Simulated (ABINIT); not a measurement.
# Sb (I4/mcm) in ABINIT: single point with PBEsol

Aim: the single point of Sb with PBEsol.

Program: ABINIT 10.8.3 (patched build). These are calculated values, not measurements. Logs are shortened: lines on timing, memory, paths and dates and some standing lists are left out, and cuts for length are marked. The log counts tension as positive stress, the text compression.

## (1) The undisturbed crystal

Symmetry: I4/mcm, No. 140, tetragonal system. Conventional cell: a = 8.060 Å, b = 8.060 Å, c = 4.051 Å, α = 90.00°, β = 90.00°, γ = 90.00°. Around Sb (site symmetry m2m) lie 7 Sb at 3.03 to 3.45 Å.

This isn't the form of Sb at room conditions, which is rhombohedral.

## (2) Single point, PBEsol (atoms moved at random, drawn with an rms of 0.05 Å)

run.abi

```
pp_dirpath "./"
pseudos "Sb.GGA_PBE-JTH.xml"

acell 6.0485178328 6.0485178328 6.0485178328 Angstrom
rprim
    -0.6662806915     0.6662806915     0.3348732301
     0.6662806915    -0.6662806915     0.3348732301
     0.6662806915     0.6662806915    -0.3348732301
ntypat 1
znucl 51
natom 4
typat 1 1 1 1
xred
     0.6472410000     0.1486930000     0.8082950000
     0.1448940000     0.3458360000     0.4957410000
     0.3475800000     0.8502440000     0.1955210000
     0.8504480000     0.6478550000     0.4985030000
chkprim 0
chksymtnons 0
tolsym 1.0e-6

ecut 435.382180 eV
pawecutdg 32.0
pawxcdev 0

kptopt 1
ngkpt 7 7 7
nshiftk 1
shiftk 0.0 0.0 0.0

ixc -116133

nband 36
occopt 3
tsmear 0.00183747

nstep 100
tolvrs 1.0e-9

iomode 3
prtwf 0
prtden 0
prteig 0
prtebands 0
enunit 2
```

Potentials or basis: JTH PAW PBE v2.0.

Run with:

```
$ abinit run.abi > log 2>&1
```

run.abo:

```text
.Version 10.8.3 of ABINIT
 Symmetries : space group P1 (#  1); Bravais aP (primitive triclinic)
================================================================================
 Values of the parameters that define the memory need of the present run
     intxc =       0    ionmov =       0      iscf =      17    lmnmax =      18
     lnmax =       6     mgfft =      45  mpssoang =       3    mqgrid =    3001
     natom =       4  nloc_mem =       2    nspden =       1   nspinor =       1
    nsppol =       1      nsym =       1    n1xccc =       1    ntypat =       1
    occopt =       3   xclevel =       2
       mpw =        2731          nfft =       91125          nkpt =         172
 PAW method is used; the additional fine FFT grid is defined by:
   mgfftf=        60    nfftf =    216000
================================================================================
================================================================================

--------------------------------------------------------------------------------
------------- Echo of variables that govern the present computation ------------
--------------------------------------------------------------------------------
 -outvars: echo values of preprocessed input variables --------
            acell      1.1430042172E+01  1.1430042172E+01  1.1430042172E+01 Bohr
              amu      1.21753000E+02
          chkprim           0
      chksymtnons           0
             ecut      1.60000000E+01 Hartree
           enunit           2
                       outvar_i_n : Printing only first  50 k-points.
              ixc     -116133
                       outvar_i_n : Printing only first  50 k-points.
         kptrlatt        7    0    0      0    7    0      0    0    7
          kptrlen      5.35866120E+01
            natom           4
            nband          36
            ngfft          45      45      45
          ngfftdg          60      60      60
             nkpt         172
            nstep         100
             nsym           1
           ntypat           1
                       prtocc : prtvol=0, do not print more k-points.
           occopt           3
        pawecutdg      3.20000000E+01 Hartree
         pawxcdev           0
           prtden           0
        prtebands           0
           prteig           0
            prtwf           0
            rprim     -6.6628069150E-01  6.6628069150E-01  3.3487323010E-01
                       6.6628069150E-01 -6.6628069150E-01  3.3487323010E-01
                       6.6628069150E-01  6.6628069150E-01 -3.3487323010E-01
          spgroup           1
           tolsym      1.00000000E-06
           tolvrs      1.00000000E-09
           tsmear      1.83747000E-03 Hartree
            typat      1  1  1  1
           useylm           1
                       outvars : Printing only first  50 k-points.
           xangst      1.2482837070E+00  5.2665912003E+00 -2.5037041148E-02
                       2.8076399056E+00  1.1880431079E+00 -1.0149713874E-02
                       2.8136929816E+00 -1.2377895593E+00  2.0301513999E+00
                       1.1925204497E+00  2.8254243426E+00  2.0250816066E+00
            xcart      2.3589143337E+00  9.9524149857E+00 -4.7313150773E-02
                       5.3056704818E+00  2.2450760997E+00 -1.9180179478E-02
                       5.3171091376E+00 -2.3390832686E+00  3.8364301399E+00
                       2.2535370495E+00  5.3392781970E+00  3.8268496192E+00
             xred      6.4724100000E-01  1.4869300000E-01  8.0829500000E-01
                       1.4489400000E-01  3.4583600000E-01  4.9574100000E-01
                       3.4758000000E-01  8.5024400000E-01  1.9552100000E-01
                       8.5044800000E-01  6.4785500000E-01  4.9850300000E-01
            znucl       51.00000

================================================================================

 chkinp: Checking input parameters for consistency.

================================================================================
== DATASET  1 ==================================================================

--- !DatasetInfo
iteration_state: {dtset: 1, }
dimensions: {natom: 4, nkpt: 172, mband: 36, nsppol: 1, nspinor: 1, nspden: 1, mpw: 2731, }
cutoff_energies: {ecut:  16.0, pawecutdg:  32.0, }
electrons: {nelect:   6.00000000E+01, charge:   0.00000000E+00, occopt:   3.00000000E+00, tsmear:   1.83747000E-03, }
meta: {optdriver: 0, ionmov: 0, optcell: 0, iscf: 17, paral_kgb: 0, }
...

 Real(R)+Recip(G) space primitive vectors, cartesian coordinates (Bohr,Bohr^-1):
 R(1)= -7.6156164  7.6156164  3.8276151  G(1)=  0.0000000  0.0656546  0.1306296
 R(2)=  7.6156164 -7.6156164  3.8276151  G(2)=  0.0656546  0.0000000  0.1306296
 R(3)=  7.6156164  7.6156164 -3.8276151  G(3)=  0.0656546  0.0656546  0.0000000
 Unit cell volume ucvol=  8.8797017E+02 bohr^3
 Angles (23,13,12)=  9.64386966E+01  9.64386966E+01  1.40870341E+02 degrees

 Coarse grid specifications (used for wave-functions):

 getcut: wavevector=  0.0000  0.0000  0.0000  ngfft=  45  45  45
         ecut(hartree)=     16.000   => boxcut(ratio)=   2.13851

 Fine grid specifications (used for densities):

 getcut: wavevector=  0.0000  0.0000  0.0000  ngfft=  60  60  60
         ecut(hartree)=     32.000   => boxcut(ratio)=   2.06194

--- Pseudopotential description ------------------------------------------------
- pspini: atom type   1  psp file is ./Sb.GGA_PBE-JTH.xml
 Pseudopotential format is: paw10
 basis_size (lnmax)=  6 (lmn_size= 18), orbitals=   0   0   1   1   2   2
 Spheres core radius: rc_sph= 2.40089151
[... 63 lines left out ...]
- [ -1.10925486E-05,   2.81121687E-05,   6.88730953E-06, ]
- [  3.88034830E-06,   6.88730953E-06,   2.17005860E-05, ]
pressure_GPa:  -7.6426E-01
xred      :
- [  6.4724E-01,   1.4869E-01,   8.0830E-01, Sb]
- [  1.4489E-01,   3.4584E-01,   4.9574E-01, Sb]
- [  3.4758E-01,   8.5024E-01,   1.9552E-01, Sb]
- [  8.5045E-01,   6.4785E-01,   4.9850E-01, Sb]
cartesian_forces: # hartree/bohr
- [ -3.40083789E-03,  -2.48111412E-03,   8.91407560E-04, ]
- [  5.95368215E-04,   1.25303783E-03,  -7.48756816E-06, ]
- [  7.74980335E-04,   1.77704935E-03,  -7.00993908E-04, ]
- [  2.03048934E-03,  -5.48973055E-04,  -1.82926083E-04, ]
force_length_stats: {min:   1.38730789E-03, max:   4.30304927E-03, mean:   2.46580376E-03, }
...

 Integrated electronic density in atomic spheres:
 ------------------------------------------------
 Atom  Sphere_radius  Integrated_density
    1        2.40089         12.40379958
    2        2.40089         12.39248084
    3        2.40089         12.40900631
    4        2.40089         12.39544898

================================================================================

 ----iterations are completed or convergence reached----

 Mean square residual over all n,k,spin=   11.051E-09; max=  37.220E-06
 reduced coordinates (array xred) for    4 atoms
       0.647241000000      0.148693000000      0.808295000000
       0.144894000000      0.345836000000      0.495741000000
       0.347580000000      0.850244000000      0.195521000000
       0.850448000000      0.647855000000      0.498503000000
 rms dE/dt=  1.8777E-02; max dE/dt=  4.8146E-02; dE/dt below (all hartree)
    1      -0.010521089428      0.003701464422      0.048146345340
    2      -0.005084760851      0.005146385049     -0.014165720816
    3      -0.005053099206      0.010423674141     -0.022178723924
    4       0.020239505875     -0.018834859442     -0.012043140302

 cartesian coordinates (angstrom) at end:
    1      1.24828370700532     5.26659120028266    -0.02503704114799
    2      2.80763990562487     1.18804310789600    -0.01014971387368
    3      2.81369298161244    -1.23778955928785     2.03015139986647
    4      1.19252044972169     2.82542434259768     2.02508160664639

 cartesian forces (hartree/bohr) at end:
    1     -0.00340083789091    -0.00248111411772     0.00089140755959
    2      0.00059536821481     0.00125303782591    -0.00000748756816
    3      0.00077498033495     0.00177704934663    -0.00070099390814
    4      0.00203048934115    -0.00054897305482    -0.00018292608329
 frms,max,avg= 1.5585375E-03 3.4008379E-03  -3.208E-06  1.084E-05 -5.624E-07 h/b

 cartesian forces (eV/Angstrom) at end:
    1     -0.17487811562111    -0.12758401766416     0.04583801970930
    2      0.03061506453592     0.06443379567794    -0.00038502623545
    3      0.03985109110389     0.09137955147302    -0.03604655606936
    4      0.10441195998131    -0.02822932948680    -0.00940643740450
 frms,max,avg= 8.0143218E-02 1.7487812E-01  -1.649E-04  5.576E-04 -2.892E-05 e/A
 length scales= 11.430042171661 11.430042171661 11.430042171661 bohr
              =  6.048517832800  6.048517832800  6.048517832800 angstroms
 Fermi (or HOMO) energy (hartree) =   0.20653   Average Vxc (hartree)=  -0.32461
 Eigenvalues (hartree) for nkpt= 172  k points:
 kpt#   1, nband= 36, wtk=  0.00292, kpt=  0.0000  0.0000  0.0000 (reduced coord)
  -0.86287   -0.86230   -0.86119   -0.86106   -0.86098   -0.86095   -0.85996   -0.85932
  -0.85919   -0.85903   -0.85894   -0.85881   -0.85790   -0.85771   -0.85766   -0.85762
  -0.85747   -0.85717   -0.85714   -0.85456   -0.25364   -0.12977   -0.08579   -0.08435
   0.03019    0.14912    0.16345    0.16591    0.16656    0.17018    0.17682    0.19242
   0.30040    0.30458    0.32703    0.33505
      occupation numbers for kpt#   1
   2.00000    2.00000    2.00000    2.00000    2.00000    2.00000    2.00000    2.00000
   2.00000    2.00000    2.00000    2.00000    2.00000    2.00000    2.00000    2.00000
   2.00000    2.00000    2.00000    2.00000    2.00000    2.00000    2.00000    2.00000
   2.00000    2.00000    2.00000    2.00000    2.00000    2.00000    2.00000    1.99907
   0.00000    0.00000    0.00000    0.00000
 prteigrs : prtvol=0 or 1, do not print more k-points.

 Fermi (or HOMO) energy (eV) =   5.61984   Average Vxc (eV)=  -8.83307
 Eigenvalues (   eV  ) for nkpt= 172  k points:
 kpt#   1, nband= 36, wtk=  0.00292, kpt=  0.0000  0.0000  0.0000 (reduced coord)
 -23.47994  -23.46429  -23.43412  -23.43054  -23.42855  -23.42761  -23.40060  -23.38337
 -23.37966  -23.37538  -23.37288  -23.36952  -23.34457  -23.33948  -23.33801  -23.33694
 -23.33284  -23.32485  -23.32390  -23.25369   -6.90181   -3.53109   -2.33454   -2.29528
   0.82142    4.05775    4.44778    4.51458    4.53244    4.63086    4.81162    5.23592
   8.17443    8.28816    8.89887    9.11706
 prteigrs : prtvol=0 or 1, do not print more k-points.

--- !EnergyTerms
iteration_state     : {dtset: 1, }
comment             : Components of total free energy in Hartree
kinetic             :  1.65169409267745E+01
hartree             :  1.10311257898863E+02
xc                  : -9.36245917415727E+00
Ewald energy        : -1.98323699382051E+02
psp_core            :  6.91490717659329E+00
local_psp           : -3.19779576594202E+02
PAW spherical_terms :  6.33090187982689E+01
internal            : -3.30413610349911E+02
'-kT*entropy'       : -9.32834875682216E-04
total_energy        : -3.30414543184787E+02
total_energy_eV     : -8.99103775589060E+03
...

--- !EnergyTermsDC
iteration_state     : {dtset: 1, }
comment             : '"Double-counting" decomposition of free energy'
band_energy         : -3.40459560050349E+01
Ewald energy        : -1.98323699382051E+02
psp_core            :  6.91490717659329E+00
xc_dc               : -1.09001537984132E+02
PAW spherical_terms :  4.04267047920369E+00
internal            : -3.30413615715421E+02
'-kT*entropy'       : -9.32834875682216E-04
total_energy_dc     : -3.30414548550297E+02
total_energy_dc_eV  : -8.99103790189358E+03
...

--- !EnergyTermsWithPAWCore
iteration_state     : {dtset: 1, }
comment             : 'Components of total free energy, including PAW core contributions'
Total energy        : -2.59151784669227E+04
Total energy DC     : -2.59151784722882E+04
Total energy (eV)   : -7.05187930896964E+05
Total energy DC (eV): -7.05187931042967E+05
...

 Cartesian components of stress tensor (hartree/bohr^3)
  sigma(1 1)=  2.81168551E-05  sigma(3 2)=  6.88730953E-06
  sigma(2 2)=  2.81121687E-05  sigma(3 1)=  3.88034830E-06
  sigma(3 3)=  2.17005860E-05  sigma(2 1)= -1.10925486E-05

-Cartesian components of stress tensor (GPa)         [Pressure= -7.6426E-01 GPa]
- sigma(1 1)=  8.27226436E-01  sigma(3 2)=  2.02631642E-01
- sigma(2 2)=  8.27088559E-01  sigma(3 1)=  1.14163788E-01
- sigma(3 3)=  6.38453281E-01  sigma(2 1)= -3.26354047E-01

== END DATASET(S) ==============================================================
================================================================================

 -outvars: echo values of variables after computation  --------
            acell      1.1430042172E+01  1.1430042172E+01  1.1430042172E+01 Bohr
           etotal     -3.3041454855E+02
            fcart     -3.4008378909E-03 -2.4811141177E-03  8.9140755959E-04
                       5.9536821481E-04  1.2530378259E-03 -7.4875681605E-06
                       7.7498033495E-04  1.7770493466E-03 -7.0099390814E-04
                       2.0304893411E-03 -5.4897305482E-04 -1.8292608329E-04
            rprim     -6.6628069150E-01  6.6628069150E-01  3.3487323010E-01
                       6.6628069150E-01 -6.6628069150E-01  3.3487323010E-01
                       6.6628069150E-01  6.6628069150E-01 -3.3487323010E-01
           strten      2.8116855067E-05  2.8112168741E-05  2.1700585961E-05
                       6.8873095339E-06  3.8803482995E-06 -1.1092548583E-05
           xangst      1.2482837070E+00  5.2665912003E+00 -2.5037041148E-02
                       2.8076399056E+00  1.1880431079E+00 -1.0149713874E-02
                       2.8136929816E+00 -1.2377895593E+00  2.0301513999E+00
                       1.1925204497E+00  2.8254243426E+00  2.0250816066E+00
             xred      6.4724100000E-01  1.4869300000E-01  8.0829500000E-01
                       1.4489400000E-01  3.4583600000E-01  4.9574100000E-01
                       3.4758000000E-01  8.5024400000E-01  1.9552100000E-01
                       8.5044800000E-01  6.4785500000E-01  4.9850300000E-01
 Calculation completed.
```

It took 25 min on 1 thread of Intel Xeon Platinum 8488C (Sapphire Rapids), shared host; peak memory 0.54 GiB.

What came out:

| Property | Result |
| --- | --- |
| Free energy | -8991.0379 eV |
| Pressure | -0.8 GPa |
| Largest force | 0.221 eV/Å |
| Band gap on the k mesh | none (metal or under the smearing width) |
| Valence electrons inside the program's atomic spheres | Sb 12.40, 12.39, 12.41 (radii [1.2705] Å) |

Forces in eV/Å, atoms in the order of the input:
```
Sb  -0.175 -0.128  0.046
Sb   0.031  0.064  0.000
Sb   0.040  0.091 -0.036
Sb   0.104 -0.028 -0.009
```

Stress tensor (GPa, compression positive):
```
-0.83  0.33 -0.11
 0.33 -0.83 -0.20
-0.11 -0.20 -0.64
```

Caveat: the PAW data sets were made with another functional, which shifts forces and pressure a little.
